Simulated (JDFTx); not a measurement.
# GaN (F-43m) in JDFTx: a series of runs

Aim: see how the results for GaN move with the level of theory and the settings. Levels: PBE, LDA. Tasks: single point.

Everything below comes from runs of JDFTx 1.7.0 (patched build). Logs are shortened: lines on timing, memory, paths and dates and some standing lists are left out, and cuts for length are marked. The log counts tension as positive stress, the text compression.

**Experimental background.**

From a printed reference work, textbook, for a bulk crystal of GaN at 0 K: band gap 3.299 eV (direct).

How close the calculation comes is told below.

### Step 1. The structure

The structure is cubic, space group F-43m (No. 216). The conventional cell has a = 4.507 Å, b = 4.507 Å, c = 4.507 Å, α = 90.00°, β = 90.00°, γ = 90.00°. Around Ga (site symmetry -43m) lie 4 N at 1.95 Å. Around N (site symmetry -43m) lie 4 Ga at 1.95 Å.

The cell is a database's computed one.

### Step 2. Single point, PBE, spin-orbit coupling, no magnetisation

GaN.in reads:

```
lattice \
    0.0000000000     4.2584989699     4.2584989699 \
    4.2584989699     0.0000000000     4.2584989699 \
    4.2584989699     4.2584989699     0.0000000000
coords-type Lattice
ion Ga     0.0000000000     0.0000000000     0.0000000000 1
ion N      0.2500000000     0.2500000000     0.2500000000 1

ion-species pseudo/Ga.upf
ion-species pseudo/N.upf
elec-cutoff 42 336
elec-ex-corr gga-PBE
kpoint-folding 10 10 10
elec-smearing Fermi 0.0018374661
elec-n-bands 30
spintype spin-orbit
electronic-SCF nIterations 100 energyDiffThreshold 1e-08
electronic-minimize nIterations 30 energyDiffThreshold 1e-7
converge-empty-states yes
forces-output-coords Cartesian

dump-name run.$VAR
dump End Ecomponents EigStats BandEigs Kpoints Forces Stress ElecDensity Dtot
```

Potentials or basis: PseudoDojo-FR-PBE-0.4-standard.

Command:

```
jdftx -c 1 -i GaN.in -o GaN.out
```

The log of the run:

```text
*************** JDFTx 1.7.0 (patched build) ***************

Input parsed successfully to the following command list (including defaults):
[... the input with its defaults ...]

---------- Setting up symmetries ----------

Found 48 point-group symmetries of the bravais lattice
Found 24 space-group symmetries with basis
Applied RMS atom displacement 0 bohrs to make symmetries exact.

---------- Initializing the Grid ----------
R =
[            0       4.2585       4.2585  ]
[       4.2585            0       4.2585  ]
[       4.2585       4.2585            0  ]
unit cell volume = 154.454
G =
[  -0.737723   0.737723   0.737723  ]
[   0.737723  -0.737723   0.737723  ]
[   0.737723   0.737723  -0.737723  ]
Minimum fftbox size, Smin = [  52  52  52  ]
Chosen fftbox size, S = [  54  54  54  ]

---------- Initializing tighter grid for wavefunction operations ----------
R =
[            0       4.2585       4.2585  ]
[       4.2585            0       4.2585  ]
[       4.2585       4.2585            0  ]
unit cell volume = 154.454
G =
[  -0.737723   0.737723   0.737723  ]
[   0.737723  -0.737723   0.737723  ]
[   0.737723   0.737723  -0.737723  ]
Minimum fftbox size, Smin = [  36  36  36  ]
Chosen fftbox size, S = [  36  36  36  ]

---------- Exchange Correlation functional ----------
Initalized PBE GGA exchange.
Initalized PBE GGA correlation.

---------- Setting up pseudopotentials ----------
Width of ionic core gaussian charges (only for fluid interactions / plotting) set to 0

Reading pseudopotential file 'pseudo/Ga.upf':
  'Ga' pseudopotential, 'PBE' functional
  Generated using ONCVPSP code by D. R. Hamann
  13 valence electrons, 5 orbitals, 10 projectors, 1001 radial grid points, with lMax = 2
    3D    l: 2   occupation:  6.0   eigenvalue: -0.696998
    3D    l: 2   occupation:  4.0   eigenvalue: -0.713958
    4S    l: 0   occupation:  2.0   eigenvalue: -0.328808
    4P    l: 1   occupation:  0.7   eigenvalue: -0.093403
    4P    l: 1   occupation:  0.3   eigenvalue: -0.097652
  Core radius for overlap checks: 1.84 bohrs.

Reading pseudopotential file 'pseudo/N.upf':
  'N' pseudopotential, 'PBE' functional
  Generated using ONCVPSP code by D. R. Hamann
  5 valence electrons, 3 orbitals, 6 projectors, 1001 radial grid points, with lMax = 1
    2S    l: 0   occupation:  2.0   eigenvalue: -0.682892
    2P    l: 1   occupation:  2.0   eigenvalue: -0.260302
    2P    l: 1   occupation:  1.0   eigenvalue: -0.261004
  Core radius for overlap checks: 1.31 bohrs.

Initialized 2 species with 2 total atoms.

Folded 1 k-points by 10x10x10 to 1000 k-points.

---------- Setting up k-points, bands, fillings ----------
Adding inversion symmetry to k-mesh for non-inversion-symmetric unit cell.
Reduced to 47 k-points under symmetry.
Computing the number of bands and number of electrons
Calculating initial fillings.
nElectrons:  18.000000   nBands: 30   nStates: 47

----- Setting up reduced wavefunction bases (one per k-point) -----
average nbasis = 2007.617 , ideal nbasis = 2008.018

---------- Setting up ewald sum ----------
Optimum gaussian width for ewald sums = 1.934137 bohr.
Real space sum over 1331 unit cells with max indices [  5  5  5  ]
Reciprocal space sum over 2197 terms with max indices [  6  6  6  ]

---------- Allocating electronic variables ----------
Initializing wave functions:  linear combination of atomic orbitals
Note: number of bands (30) exceeds available atomic orbitals (26)
Ga pseudo-atom occupations:   s ( 2 )  p- ( 1 )  p+ ( 0 )  d- ( 4 )  d+ ( 6 )
N pseudo-atom occupations:   s ( 2 )  p- ( 2 )  p+ ( 1 )
	FillingsUpdate:  mu: +0.573494503  nElectrons: 18.000000
LCAOMinimize: Iter:   0  F: -76.9474079094679411  |grad|_K:  4.040e-03  alpha:  1.000e+00
	FillingsUpdate:  mu: +0.448771209  nElectrons: 18.000000
LCAOMinimize: Iter:   1  F: -77.0819963895398246  |grad|_K:  2.075e-04  alpha:  3.547e-01  linmin: -4.941e-01  cgtest:  9.352e-01
LCAOMinimize: Encountered beta<0, resetting CG.
[... 6 lines of inner loops ...]
LCAOMinimize: Iter:   4  F: -77.0823341874523464  |grad|_K:  4.869e-07  alpha:  5.285e-01  linmin:  5.554e-06  cgtest: -1.111e-04
	FillingsUpdate:  mu: +0.442163773  nElectrons: 18.000000
LCAOMinimize: Iter:   5  F: -77.0823341907077833  |grad|_K:  2.965e-08  alpha:  6.490e-01  linmin:  2.493e-04  cgtest:  4.587e-04
LCAOMinimize: Converged (|Delta F|<1.000000e-06 for 2 iters).

-------- Electronic minimization -----------
Will mix electronic density at each iteration.
	FillingsUpdate:  mu: +0.442163773  nElectrons: 18.000000
	FillingsUpdate:  mu: +0.426184466  nElectrons: 18.000000
SCF: Cycle:  0   F: -77.121619939639245   dF: -3.929e-02   |Residual|: 5.323e-02   |deigs|: 2.755e-01
	FillingsUpdate:  mu: +0.420664793  nElectrons: 18.000000
SCF: Cycle:  1   F: -77.123276099929612   dF: -1.656e-03   |Residual|: 2.106e-02   |deigs|: 1.227e-02
	FillingsUpdate:  mu: +0.421982671  nElectrons: 18.000000
SCF: Cycle:  2   F: -77.123324167875367   dF: -4.807e-05   |Residual|: 9.351e-03   |deigs|: 4.212e-03
	FillingsUpdate:  mu: +0.422946942  nElectrons: 18.000000
SCF: Cycle:  3   F: -77.123330754973694   dF: -6.587e-06   |Residual|: 1.278e-03   |deigs|: 2.394e-03
	FillingsUpdate:  mu: +0.423205405  nElectrons: 18.000000
SCF: Cycle:  4   F: -77.123331891510134   dF: -1.137e-06   |Residual|: 3.939e-04   |deigs|: 7.972e-04
	FillingsUpdate:  mu: +0.423236615  nElectrons: 18.000000
SCF: Cycle:  5   F: -77.123332122747030   dF: -2.312e-07   |Residual|: 1.062e-04   |deigs|: 3.925e-04
	FillingsUpdate:  mu: +0.423251172  nElectrons: 18.000000
SCF: Cycle:  6   F: -77.123332191340268   dF: -6.859e-08   |Residual|: 4.786e-05   |deigs|: 6.221e-04
	FillingsUpdate:  mu: +0.423247299  nElectrons: 18.000000
SCF: Cycle:  7   F: -77.123332210831961   dF: -1.949e-08   |Residual|: 1.421e-05   |deigs|: 5.793e-04
	FillingsUpdate:  mu: +0.423246769  nElectrons: 18.000000
SCF: Cycle:  8   F: -77.123332216190860   dF: -5.359e-09   |Residual|: 1.107e-05   |deigs|: 5.454e-04
	FillingsUpdate:  mu: +0.423246692  nElectrons: 18.000000
SCF: Cycle:  9   F: -77.123332217721369   dF: -1.531e-09   |Residual|: 1.526e-06   |deigs|: 2.504e-04
SCF: Converged (|Delta E|<1.000000e-08 for 2 iters).

Setting wave functions to eigenvectors of Hamiltonian
Converging empty states (this may take a while):
EmptyStates: None of the convergence criteria satisfied.
|deigs|: 1.813e-03

# Stress tensor in Cartesian coordinates [Eh/a0^3]:
[  -0.00018016            0            0  ]
[            0  -0.00018016            0  ]
[            0            0  -0.00018016  ]

# Ionic positions in lattice coordinates:
ion Ga   0.000000000000000   0.000000000000000   0.000000000000000 1
ion N   0.250000000000000   0.250000000000000   0.250000000000000 1

# Forces in Cartesian coordinates:
force Ga  -0.000000000000000   0.000000000000000   0.000000000000000 1
force N   0.000000000000000   0.000000000000000  -0.000000000000000 1

# Energy components:
   Eewald =      -58.3371585566606043
       EH =       21.8332407070481551
     Eloc =      -57.0132932016656611
      Enl =      -39.4020019089617151
      Exc =      -24.0610209395681309
 Exc_core =        9.7443199161777070
       KE =       70.1125817659168007
-------------------------------------
     Etot =      -77.1233322177134397
       TS =        0.0000000000079281
-------------------------------------
        F =      -77.1233322177213694

IonicMinimize: Iter:   0  F: -77.123332217721369  |grad|_K:  2.293e-35
IonicMinimize: Converged (|grad|_K<1.000000e-04).

#--- Lowdin population analysis ---
# oxidation-state Ga +0.825
# oxidation-state N -0.796

Dumping 'run.eigStats' ...
	eMin: -0.195258 at state 0 ( [ +0.000000 +0.000000 +0.000000 ] spin 0 )
	HOMO: +0.389438 at state 0 ( [ +0.000000 +0.000000 +0.000000 ] spin 0 )
	mu  : +0.423246
	LUMO: +0.453918 at state 0 ( [ +0.000000 +0.000000 +0.000000 ] spin 0 )
	eMax: +1.210746 at state 43 ( [ +0.100000 +0.500000 -0.400000 ] spin 0 )
	HOMO-LUMO gap: +0.064481
	Optical gap  : +0.064481 at state 0 ( [ +0.000000 +0.000000 +0.000000 ] spin 0 )
WARNING: the last solve of the electrons (or of bands or displaced states from it) ended unconverged.
Done!
[note: mu as printed may lie anywhere between the filled and the empty levels]
```

Run time: 3.7 min. Hardware: 1 thread of Arm Neoverse V1, shared host; peak memory 0.22 GiB.

What came out:

| Quantity | Value |
| --- | --- |
| Free energy | -2098.6328 eV |
| Pressure | 5.3 GPa |
| Band gap on the k mesh | 1.75 eV, direct |
| Loewdin charges | Ga +0.82; N -0.80 e |

Caveat: the empty levels aren't tightly converged.

### Step 3. Single point, LDA

GaN.in reads:

```
lattice \
    0.0000000000     4.2584989699     4.2584989699 \
    4.2584989699     0.0000000000     4.2584989699 \
    4.2584989699     4.2584989699     0.0000000000
coords-type Cartesian
ion Ga     0.0000000000     0.0000000000     0.0000000000 1
ion N      2.1292494849     2.1292494849     2.1292494849 1

ion-species pseudo/Ga.upf
ion-species pseudo/N.upf
elec-cutoff 42 336
elec-ex-corr lda-PW
kpoint-folding 10 10 10
elec-smearing Fermi 0.0018374661
elec-n-bands 15
electronic-SCF nIterations 100 energyDiffThreshold 1e-09
electronic-minimize nIterations 30 energyDiffThreshold 1e-7
converge-empty-states yes
forces-output-coords Cartesian

dump-name run.$VAR
dump End Ecomponents EigStats BandEigs Kpoints Forces Stress ElecDensity
```

Potentials or basis: PseudoDojo-SR-LDA-0.4.1-standard.

Command:

```
jdftx -c 1 -i GaN.in -o GaN.out
```

The log of the run:

```text
*************** JDFTx 1.7.0 (patched build) ***************

Input parsed successfully to the following command list (including defaults):
[... the input with its defaults ...]

---------- Setting up symmetries ----------

Found 48 point-group symmetries of the bravais lattice
Found 24 space-group symmetries with basis
Applied RMS atom displacement 4.33014e-11 bohrs to make symmetries exact.

---------- Initializing the Grid ----------
R =
[            0       4.2585       4.2585  ]
[       4.2585            0       4.2585  ]
[       4.2585       4.2585            0  ]
unit cell volume = 154.454
G =
[  -0.737723   0.737723   0.737723  ]
[   0.737723  -0.737723   0.737723  ]
[   0.737723   0.737723  -0.737723  ]
Minimum fftbox size, Smin = [  52  52  52  ]
Chosen fftbox size, S = [  54  54  54  ]

---------- Initializing tighter grid for wavefunction operations ----------
R =
[            0       4.2585       4.2585  ]
[       4.2585            0       4.2585  ]
[       4.2585       4.2585            0  ]
unit cell volume = 154.454
G =
[  -0.737723   0.737723   0.737723  ]
[   0.737723  -0.737723   0.737723  ]
[   0.737723   0.737723  -0.737723  ]
Minimum fftbox size, Smin = [  36  36  36  ]
Chosen fftbox size, S = [  36  36  36  ]

---------- Exchange Correlation functional ----------
Initalized Slater LDA exchange.
Initalized Perdew-Wang LDA correlation.

[... 70 lines left out ...]
	FillingsUpdate:  mu: +0.409778889  nElectrons: 18.000000
SCF: Cycle:  6   F: -77.369919804667916   dF: -4.893e-08   |Residual|: 4.230e-05   |deigs|: 2.994e-04
	FillingsUpdate:  mu: +0.409777131  nElectrons: 18.000000
SCF: Cycle:  7   F: -77.369919816709967   dF: -1.204e-08   |Residual|: 1.548e-05   |deigs|: 2.896e-04
	FillingsUpdate:  mu: +0.409777748  nElectrons: 18.000000
SCF: Cycle:  8   F: -77.369919820613944   dF: -3.904e-09   |Residual|: 8.863e-06   |deigs|: 3.020e-04
	FillingsUpdate:  mu: +0.409777421  nElectrons: 18.000000
SCF: Cycle:  9   F: -77.369919821557019   dF: -9.431e-10   |Residual|: 2.040e-06   |deigs|: 2.283e-04
	FillingsUpdate:  mu: +0.409777431  nElectrons: 18.000000
SCF: Cycle: 10   F: -77.369919821828788   dF: -2.718e-10   |Residual|: 5.449e-07   |deigs|: 3.687e-04
SCF: Converged (|Delta E|<1.000000e-09 for 2 iters).

Setting wave functions to eigenvectors of Hamiltonian
Converging empty states (this may take a while):
EmptyStates: None of the convergence criteria satisfied.
|deigs|: 1.063e-03

# Stress tensor in Cartesian coordinates [Eh/a0^3]:
[  0.000230289            0            0  ]
[            0  0.000230289            0  ]
[            0            0  0.000230289  ]

# Ionic positions in cartesian coordinates:
ion Ga  -0.000000000025000  -0.000000000025000  -0.000000000025000 1
ion N   2.129249484925000   2.129249484925000   2.129249484925000 1

# Forces in Cartesian coordinates:
force Ga  -0.000000000000000  -0.000000000000000  -0.000000000000000 1
force N   0.000000000000000  -0.000000000000000  -0.000000000000000 1

# Energy components:
   Eewald =      -58.3371585566606043
       EH =       21.7735342372525018
     Eloc =      -57.1575567503453001
      Enl =      -39.3257664756618510
      Exc =      -23.6605486931501865
 Exc_core =        9.4041639109074406
       KE =       69.9334125058362730
-------------------------------------
     Etot =      -77.3699198218217390
       TS =        0.0000000000070470
-------------------------------------
        F =      -77.3699198218287876

IonicMinimize: Iter:   0  F: -77.369919821828788  |grad|_K:        nan
IonicMinimize: None of the convergence criteria satisfied after 0 iterations.

#--- Lowdin population analysis ---
# oxidation-state Ga +0.784
# oxidation-state N -0.756

Dumping 'run.eigStats' ...
	eMin: -0.204431 at state 0 ( [ +0.000000 +0.000000 +0.000000 ] spin 0 )
	HOMO: +0.375638 at state 0 ( [ +0.000000 +0.000000 +0.000000 ] spin 0 )
	mu  : +0.409778
	LUMO: +0.440677 at state 0 ( [ +0.000000 +0.000000 +0.000000 ] spin 0 )
	eMax: +1.190711 at state 43 ( [ +0.100000 +0.500000 -0.400000 ] spin 0 )
	HOMO-LUMO gap: +0.065039
	Optical gap  : +0.065039 at state 0 ( [ +0.000000 +0.000000 +0.000000 ] spin 0 )
WARNING: the last solve of the electrons (or of bands or displaced states from it) ended unconverged.
Done!
[note: mu as printed may lie anywhere between the filled and the empty levels]
```

Wall time 64 s (1 thread of Arm Neoverse V1, shared host); peak memory 0.1 GiB.

What came out:

| Property | Result |
| --- | --- |
| Free energy | -2105.3428 eV |
| Pressure | -6.8 GPa |
| Band gap on the k mesh | 1.77 eV, direct |
| Loewdin charges | Ga +0.78; N -0.76 e |

Caveat: the empty levels aren't tightly converged.

### Step 4. Single point, PBE

GaN.in reads:

```
lattice Face-Centered Cubic 8.5169979397
coords-type Lattice
ion Ga     0.0000000000     0.0000000000     0.0000000000 1
ion N      0.2500000000     0.2500000000     0.2500000000 1

ion-species pseudo/Ga.upf
ion-species pseudo/N.upf
elec-cutoff 42 336
elec-ex-corr gga-PBE
kpoint-folding 10 10 10
elec-smearing Fermi 0.0018374661
elec-n-bands 15
electronic-SCF nIterations 100 energyDiffThreshold 1e-09
electronic-minimize nIterations 30 energyDiffThreshold 1e-7
converge-empty-states yes
forces-output-coords Cartesian

dump-name run.$VAR
dump End Ecomponents EigStats BandEigs Kpoints Forces Stress ElecDensity
```

Potentials or basis: PseudoDojo-SR-PBE-0.5-standard.

Command:

```
jdftx -c 1 -i GaN.in -o GaN.out
```

It took 69 s on 1 thread of Arm Neoverse V1, shared host; peak memory 0.11 GiB.

The run converged. Its results:

- Free energy: -2098.8333 eV
- Pressure: 5.2 GPa
- Band gap on the k mesh: 1.76 eV, direct
- Loewdin charges: Ga +0.82; N -0.80 e

Levels at points of the mesh, in eV from the valence-band top:
```tsv
k point	band 6	band 7	band 8	band 9	band 10	band 11
(0.00, 0.00, 0.00)	-13.26	0.00	0.00	0.00	1.76	10.36
(0.00, 0.00, 0.50)	-11.95	-7.02	-0.96	-0.96	4.67	8.74
(0.00, 0.50, 0.50)	-11.51	-6.11	-2.69	-2.69	3.38	6.69
```

Caveat: the empty levels aren't tightly converged.

### Step 5. The reference run

An earlier run on the cell as given: functional PBE; potentials or basis PseudoDojo-SR-PBE-0.5-standard; cutoff 1143 eV; density cutoff 9143 eV; k mesh 10 × 10 × 10; occupations fermi-dirac, width 0.05 eV; no spin polarisation.

- Pressure: 5.2 GPa
- Band gap on the k mesh: 1.76 eV, direct
- Loewdin charges: Ga +0.82; N -0.80 e

### Step 6. The runs side by side

```tsv
level	potentials or basis	spin	SCF threshold on the energy	gap on the mesh (eV)	pressure (GPa)
PBE	PseudoDojo-FR-PBE-0.4-standard	SOC, no magnetisation	1e-08 Ha	1.75	5.3
LDA	PseudoDojo-SR-LDA-0.4.1-standard	off	1e-09 Ha	1.77	-6.8
PBE	PseudoDojo-SR-PBE-0.5-standard	off	1e-09 Ha	1.76	5.2
```

Alike in all rows: task single point; cell as given; k mesh 10 × 10 × 10; cutoff (eV) 1143; smearing fermi-dirac 0.05 eV.

Caveats: the empty levels aren't tightly converged.

Absolute energies hang on the potentials; compare differences alone.

### Step 7. Against experiment

Step 2. Against the measured gap of GaN, 3.299 eV (direct; 0 K; a printed reference work, textbook), the calculated 1.75 eV is off by -1.54 eV. The value is that of PBE, without temperature or zero-point motion. Semilocal functionals fall short of measured gaps as a rule. The cell is a database's relaxed one, not the measured one, which moves gaps too.

Step 3. Measured gap of GaN: 3.299 eV (direct; 0 K; a printed reference work, textbook). This calculation gives 1.77 eV (-1.53 eV). Spin-orbit coupling on Ga is left out. The value is that of LDA, without temperature or zero-point motion. Semilocal functionals fall short of measured gaps as a rule. The cell is a database's relaxed one, not the measured one, which moves gaps too.

Step 4. A measured gap of GaN is 3.299 eV (direct; 0 K; a printed reference work, textbook); the calculated 1.76 eV misses it by -1.54 eV. Spin-orbit coupling on Ga is left out. The value is that of PBE, without temperature or zero-point motion. Semilocal functionals fall short of measured gaps as a rule. The cell is a database's relaxed one, not the measured one, which moves gaps too.
